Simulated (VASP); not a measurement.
# ZnS (F-43m) in VASP: further runs, part 3 of 3

VASP 6.6.1.

**5. Dielectric tensor, PBE**

Input file INCAR:

```
PREC     = Accurate       # precision mode
ENCUT    = 350            # plane-wave cutoff, eV
EDIFF    = 1E-4           # SCF threshold, eV
ISMEAR   = 0              # smearing method
SIGMA    = 0.01           # smearing width, eV
LREAL    = F              # projectors in reciprocal space
LASPH    = T              # aspherical terms in the spheres
NELM     = 100            # most SCF steps
ALGO     = Normal         # electronic algorithm
ISIF     = 2              # what is computed and relaxed
LWAVE    = F              # write WAVECAR
LCHARG   = F              # write CHGCAR
GGA      = PE             # functional
LEPSILON = T              # dielectric tensor by DFPT
```

Input file KPOINTS:

```
regular mesh
0
Gamma
  8 8 8
```

Input file POSCAR:

```
ZnS
1.0
    0.0000000000      2.7020000000      2.7020000000
    2.7020000000      0.0000000000      2.7020000000
    2.7020000000      2.7020000000      0.0000000000
Zn S
1 1
Direct
    0.7500000000      0.7500000000      0.7500000000
    0.0000000000      0.0000000000      0.0000000000
```

Potentials or basis: VASP PAW PBE potentials, release 64 (Zn, S).

Launch:

```sh
> cat potpaw_PBE.64/Zn/POTCAR potpaw_PBE.64/S/POTCAR > POTCAR
> mpirun -np 1 vasp_std > vasp.out
```

OUTCAR:

```text
PREC = Accurate
   ENCUT = 350
   EDIFF = 1E-4
   ISMEAR = 0
   LREAL = F
   LASPH = T
   NELM = 100
   ISIF = 2
   GGA = PE
   LEPSILON = T

 Found     29 irreducible k-points:

 Following reciprocal coordinates:
            Coordinates               Weight
  0.000000  0.000000  0.000000      1.000000
  0.125000  0.000000  0.000000      8.000000
  0.250000  0.000000  0.000000      8.000000
  0.375000  0.000000  0.000000      8.000000
  0.500000  0.000000  0.000000      4.000000
  0.125000  0.125000  0.000000      6.000000
   k-points           NKPTS =     29   k-points in BZ     NKDIM =     29   number of bands    NBANDS=     13
   number of dos      NEDOS =    301   number of ions     NIONS =      2
   total plane-waves  NPLWV =  13824
   dimension x,y,z NGX =    24 NGY =   24 NGZ =   24
   dimension x,y,z NGXF=    48 NGYF=   48 NGZF=   48
   ions per type =               1   1
   NGX,Y,Z   is equivalent  to a cutoff of  10.44, 10.44, 10.44 a.u.
   NGXF,Y,Z  is equivalent  to a cutoff of  20.88, 20.88, 20.88 a.u.
 SYSTEM =  unknown system
   PREC   = accura    normal or accurate (medium, high low for compatibility)
   ISTART =      0    job   : 0-new  1-cont  2-samecut
   ICHARG =      2    charge: 1-file 2-atom 10-const
   ISPIN  =      1    spin polarized calculation?
   LNONCOLLINEAR =      F non collinear calculations
   LSORBIT =      F    spin-orbit coupling
   LASPH  =      T    aspherical Exc in radial PAW
   ENCUT  =  350.0 eV  25.72 Ry    5.07 a.u.   5.83  5.83  5.83*2*pi/ulx,y,z
   NELM   =    100;   NELMIN=  2; NELMDL= -5     # of ELM steps
   EDIFF  = 0.1E-03   stopping-criterion for ELM
   LREAL  =      F    real-space projection
   EDIFFG = 0.1E-02   stopping-criterion for IOM
   NSW    =      0    number of steps for IOM
   IBRION =     -1    ionic relax: 0-MD 1-quasi-New 2-CG
   NFREE  =      0    steps in history (QN), initial steepest desc. (CG)
   ISIF   =      2    stress and relaxation
   ISYM   =      2    0-nonsym 1-usesym 2-fastsym
   POTIM  = 0.5000    time-step for ionic-motion
   TEBEG  =    0.0;   TEEND  =   0.0 temperature during run
   PSTRESS=    0.0 pullay stress
   NELECT =      18.0000    total number of electrons
   NUPDOWN=      -1.0000    fix difference up-down
[... 169 lines left out ...]
 ------------------------------------------------------

 Free energy of the ion-electron system (eV)
  ---------------------------------------------------
  ---------------------------------------------------
  free energy    TOTEN  =        -0.58999929 eV

  energy without entropy =       -0.58999929

------------------------ aborting loop because EDIFF is reached ----------------------------------------

--------------------------------------- Ionic step        2  -------------------------------------------

------------------------ aborting loop because EDIFF is reached ----------------------------------------

--------------------------------------- Ionic step        3  -------------------------------------------

 Free energy of the ion-electron system (eV)
  ---------------------------------------------------
  ---------------------------------------------------
  free energy    TOTEN  =        -0.58999852 eV

  energy without entropy =       -0.58999852

------------------------ aborting loop because EDIFF is reached ----------------------------------------

 PIEZOELECTRIC TENSOR FIELD DIRECTION 3  (e Angst)
 -----------------------------------------------------------------------------
    -0.00019 -1.66365  0.00000           ( -0.00000  0.02092  0.00000)
    -1.66365 -0.00019  0.00000           (  0.02092 -0.00000  0.00000)
     0.00000  0.00000 -0.00076           (  0.00000  0.00000 -0.00000)

 PIEZOELECTRIC TENSOR FIELD DIRECTION 3  (C/m^2)
 -----------------------------------------------------------------------------
    -0.00008 -0.67560  0.00000
    -0.67560 -0.00008  0.00000
     0.00000  0.00000 -0.00031

 MACROSCOPIC STATIC DIELECTRIC TENSOR (including local field effects in DFT)
 ------------------------------------------------------
           6.003895     0.000000     0.000000
           0.000000     6.003895     0.000000
          -0.000000    -0.000000     6.003895
 ------------------------------------------------------

 PIEZOELECTRIC TENSOR (including local field effects)  for field in x, y, z        (e  Angst)
          XX          YY          ZZ          XY          YZ          ZX
  --------------------------------------------------------------------------------
  x     0.00000    -0.00000    -0.00000     0.00000    -1.67852     0.00000
  y     0.00000     0.00000     0.00000     0.00000     0.00000    -1.67852
  z     0.00000     0.00000    -0.00000    -1.67852     0.00000     0.00000

 PIEZOELECTRIC TENSOR (including local field effects)  for field in x, y, z        (C/m^2)
          XX          YY          ZZ          XY          YZ          ZX
  --------------------------------------------------------------------------------
  x     0.00000    -0.00000    -0.00000     0.00000    -0.68163     0.00000
  y     0.00000     0.00000     0.00000     0.00000     0.00000    -0.68163
  z     0.00000     0.00000    -0.00000    -0.68163     0.00000     0.00000

 BORN EFFECTIVE CHARGES (including local field effects) (in |e|, cummulative output)
 ---------------------------------------------------------------------------------
 ion    1
    1     2.01552     0.00000     0.00000
    2    -0.00000     2.01552     0.00000
    3    -0.00000    -0.00000     2.01552
 ion    2
    1    -2.01552     0.00000     0.00000
    2     0.00000    -2.01552     0.00000
    3     0.00000     0.00000    -2.01552
```

OSZICAR:

```text
N       E                     dE             d eps       ncg     rms          rms(c)
DAV:   1     0.707760556717E+02    0.70776E+02   -0.69691E+03   754   0.124E+03
DAV:   2    -0.273533414833E+01   -0.73511E+02   -0.70887E+02   834   0.244E+02
DAV:   3    -0.722124646363E+01   -0.44859E+01   -0.44675E+01   904   0.610E+01
[... 14 lines left out ...]
RMM:   3    -0.557278162143E+00    0.29592E-01   -0.38400E-02  4186   0.111E+00    0.782E-01
RMM:   4    -0.573515652649E+00   -0.16237E-01   -0.29579E-02  4355   0.983E-01    0.218E-01
RMM:   5    -0.588726008825E+00   -0.15210E-01   -0.21372E-03  4246   0.308E-01    0.459E-02
RMM:   6    -0.588931210030E+00   -0.20520E-03   -0.45050E-04  4341   0.123E-01    0.277E-02
RMM:   7    -0.589897070143E+00   -0.96586E-03   -0.58200E-05  3938   0.452E-02    0.292E-03
RMM:   8    -0.590003340097E+00   -0.10627E-03   -0.75876E-07  3089   0.110E-02    0.188E-03
RMM:   9    -0.589998523187E+00    0.48169E-05    0.11470E-06  1911   0.583E-03    0.398E-04
```

Run time: 50 s. Hardware: 1 thread of Intel Xeon Platinum 8488C (Sapphire Rapids), shared host; peak memory 0.19 GiB.

These settings aren't checked as converged: the numbers below hold their error.

What came out:

| Property | Result |
| --- | --- |
| Band gap on the k mesh | 2.11 eV, direct |
| Electronic dielectric tensor (diagonal) | 6.00 |
| Born charges (mean of the diagonal) | Zn +2.02; S -2.02 e |
